**Q:** The pressure of this titanium cell changes by only about 0.05 GPa over the whole range of smearing widths. Does any row deserve suspicion?

GPAW 26.7.0 single-point calculations of hexagonal titanium (P6_3/mmc, two-atom cell) with PBE, PAW data sets (gpaw-data 1.2.1), a 600 eV plane-wave cutoff, a 10 × 10 × 6 k mesh and no spin polarisation. Occupations use Gaussian smearing of the width listed; pressure and stress are positive in compression.

```csv
smearing width,pressure (GPa),stress xx (GPa),stress zz (GPa)
0.011 eV,-1.970,-1.86000,-2.200
0.013 eV,-1.980,-1.87000,-2.200
0.014 eV,-1.980,-1.87000,-2.190
0.016 eV,-1.980,-1.88000,-2.190
0.018 eV,-1.980,-1.88000,-2.190
0.02 eV,-1.980,-1.88000,-2.180
0.021 eV,-1.980,-1.89000,-2.180
0.023 eV,-1.990,-1.89000,-2.180
0.025 eV,-1.990,-1.89000,-2.180
0.027 eV,-1.990,-1.89000,-2.180
0.028 eV,-1.990,-1.89000,-2.180
0.1 eV,-2.020,-1.88000,-2.310
```

**A:** Yes, the row at 0.1 eV breaks the pattern, though it needn't be the less accurate one, and the pressure hides the reversal behind it. Negative values mean tension. Between 0.011 and 0.028 eV the unrounded stress xx, in the basal plane, falls by 0.033 GPa, while stress zz, along the hexagonal axis, rises by 0.026 GPa. By 0.1 eV both have turned back: xx has risen by 0.014 GPa and zz has fallen by 0.132 GPa. The pressure averages two in-plane stresses and one axial stress, so these opposite shifts partly cancel in it and it shows no such turn: it falls by 0.013 GPa across the narrow widths and by a further 0.035 GPa to 0.1 eV, where the fall of zz dominates.

**Q:** Why should a numerical setting alter the stress at all?

**A:** Smearing replaces the sharp edge between filled and empty electron levels by a gradual one. Electrons near the edge, the Fermi energy, are then shared among levels that would otherwise be full or empty. Some of these levels probably respond mainly to strain in the basal plane and others to strain along the axis. Moving electrons from one kind to the other can then shift the two stresses in opposite directions, as happens here.

**Q:** What would a smooth trend look like?

**A:** In a metal with a smooth spread of levels, a wider edge involves more electrons, and each is moved further in energy. Both factors grow with the width σ, so energy and stress should change as σ². The stresses would then hardly move at small widths. Here they move fastest there and level off towards 0.028 eV.

A finite k mesh suggests why. It samples the continuous bands at separate points, so a narrow edge may touch only a few levels. A lone level could not change its occupation, because the number of electrons is fixed; the Fermi energy would move instead. Two levels on either side of the Fermi energy can trade electrons: at a distance d smaller than σ, their occupations differ from one half by about d/(σ√π). If the stress follows these occupations, it changes as 1/σ and levels off once both levels are nearly half filled.

**Q:** How badly does 0.1 eV miss that curve?

**A:** I fitted a constant plus a 1/σ term to the difference xx minus zz, using the eleven widths up to 0.028 eV. The fit follows these rows to within 0.002 GPa, although its small misses form a pattern, so the law is only approximate. For 0.1 eV, which was not in the fit, it predicts 0.25 GPa; the calculation gives 0.43 GPa. That miss is about three times the whole change of the difference across the narrow widths. Its size depends on the law chosen, since 0.1 eV lies far beyond the fitted range. The difference has almost stopped falling at the end of that range (0.2839 and 0.2837 GPa at 0.027 and 0.028 eV), so the row may be the far side of a smooth turn rather than a jump; there are no widths in between to show it. The output below also shows the σ² law, which does worse on both counts.

**Q:** Is there evidence for the few levels that doesn't depend on a fitted curve?

**A:** There is some, from the energy. Between 0.011 and 0.028 eV the free energy falls from −13.33665 to −13.33726 eV, a drop of 0.61 meV per cell. Spread over the cell volume of 2 × 17.64 Å³, this is an energy density of about 0.0028 GPa.

Stress measures how energy changes with strain. Dividing the shift of xx, −0.033 GPa, by that energy density gives about −12: stretching the cell by 1% along x would shrink the energy drop by about 12%. In a broad d band, stretching narrows the band and packs its levels more closely, which should enlarge the drop by only one or two per cent. That yardstick comes from the change of volume and is only a guide for strain along one direction. Along z the same ratio is +9.5. Responses this strong, and of opposite sign in the two directions, fit separate levels that strain carries into or out of a narrow energy window.

**Q:** Then why does the pattern break at 0.1 eV?

**A:** The likely cause is that the wider edge reaches more levels, whose response to strain differs from that of the first few. A rough estimate from the mesh and a typical level density puts distinct levels, on average, at most about 40 meV apart. The true spacing is expected to be well below this limit. For Gaussian smearing, twice the entropy term over σ² measures the level density, and it gives about 2.5 levels per eV at 0.1 eV and 4.2 at 0.011 eV, more than the 2 assumed. Mesh points on symmetry planes also have fewer equivalent partners. The spacing is then probably comparable with the narrowest widths, so these reach a handful of levels and 0.1 eV several times more. The growth of the entropy term gives partial support. With an even spread of levels it would grow as σ², and with a few levels already well inside the edge only as σ. From 0.011 to 0.028 eV the width grows about 2.5 times, so these laws would give factors of about 6.5 and 2.5; the entropy term grows about five times. The levels thus seem unevenly spread, but not all of them are well inside the edge at the narrow widths, so the pair of levels behind the 1/σ law is a rough picture. The individual level energies are not available here to settle it. A real, sharp feature in titanium's bands could also contribute: for the step from 0.028 to 0.1 eV the strain response along the axis is still −4.7, stronger than a broad band should give and of the opposite sign. With a single mesh the two causes can't be told apart.

**Q:** Would the energy have warned me?

**A:** Hardly. The program also gives an energy extrapolated to zero width, which adds back half of the entropy term that smearing introduces. From the narrowest to the widest smearing it shifts by only 0.73 meV per cell, against 6.81 meV for the free energy. The stresses in the table carry no such correction, so a steady extrapolated energy doesn't guarantee steady stresses. The entropy term is a better warning: divided by σ² it falls from 2.107 to 1.241 per eV, where an even spread of levels would keep it constant.

**Q:** Which width should I use for a stress, then?

**A:** This table can't settle that. A narrow width may leave the result to a few sampled levels, while a wide one blurs the real bands. Repeat 0.011, 0.028 and 0.1 eV on a denser mesh, and compare xx and zz separately. A denser mesh puts the levels closer together, so if the mesh is the cause, the drift among the narrow widths should shrink. If it stays, look for a real band feature near the Fermi energy.

Printed output of the fit:

```
fit of gap on 11 rows (narrow): constant 0.3393 +/- 0.0053, coefficient of wsq -83.31 +/- 11; rms 0.00733, worst 0.011 eV -0.0142, leave-one-out rms 0.00946
  rows outside the fit (model, value, miss): 0.1 eV -0.4938, 0.429, -0.923
fit of gap on 11 rows (narrow): constant 0.2413 +/- 0.0013, coefficient of invw 0.00114 +/- 2.3e-05; rms 0.00117, worst 0.028 eV -0.00166, leave-one-out rms 0.00156
  rows outside the fit (model, value, miss): 0.1 eV 0.2527, 0.429, -0.176
Unrounded stresses in GPa and entropy term:
       row      xx      zz  xx minus zz  misfit of inverse law  entropy term over width squared (1/eV)
  0.011 eV  -1.859  -2.202       0.3434               0.001552                                   2.107
  0.013 eV  -1.867  -2.197       0.3298             -0.0008269                                   2.065
  0.014 eV   -1.87  -2.194       0.3242              -0.001413                                   2.031
  0.016 eV  -1.876   -2.19       0.3141              -0.001535                                   1.957
  0.018 eV  -1.881  -2.186       0.3044              0.0002462                                   1.886
   0.02 eV  -1.885  -2.182       0.2978              0.0005108                                   1.823
  0.021 eV  -1.886  -2.181       0.2946               0.001046                                   1.791
  0.023 eV  -1.889  -2.179       0.2894               0.001524                                   1.737
  0.025 eV  -1.891  -2.177        0.286              0.0009271                                   1.686
  0.027 eV  -1.892  -2.176       0.2839             -0.0003718                                   1.641
  0.028 eV  -1.892  -2.176       0.2837               -0.00166                                   1.619
    0.1 eV  -1.879  -2.308        0.429                -0.1763                                   1.241
Change of xx from 0.011 to 0.028 eV (GPa): -0.03339
Change of zz from 0.011 to 0.028 eV (GPa): 0.02634
Change of pressure from 0.011 to 0.028 eV (GPa): -0.01348
Change of xx from 0.028 to 0.1 eV (GPa): 0.01371
Change of zz from 0.028 to 0.1 eV (GPa): -0.1317
Change of pressure from 0.028 to 0.1 eV (GPa): -0.03474
Strain sensitivity along x from 0.011 to 0.028 eV (no unit): -12.05
Strain sensitivity along z from 0.011 to 0.028 eV (no unit): 9.508
Strain sensitivity along x from 0.028 to 0.1 eV (no unit): 0.4869
Strain sensitivity along z from 0.028 to 0.1 eV (no unit): -4.676
Fall of free energy from 0.011 to 0.1 eV (meV per cell): 6.81
Fall of extrapolated energy from 0.011 to 0.1 eV (meV per cell): 0.73
Rough upper spacing of distinct mesh levels (meV): 40
```
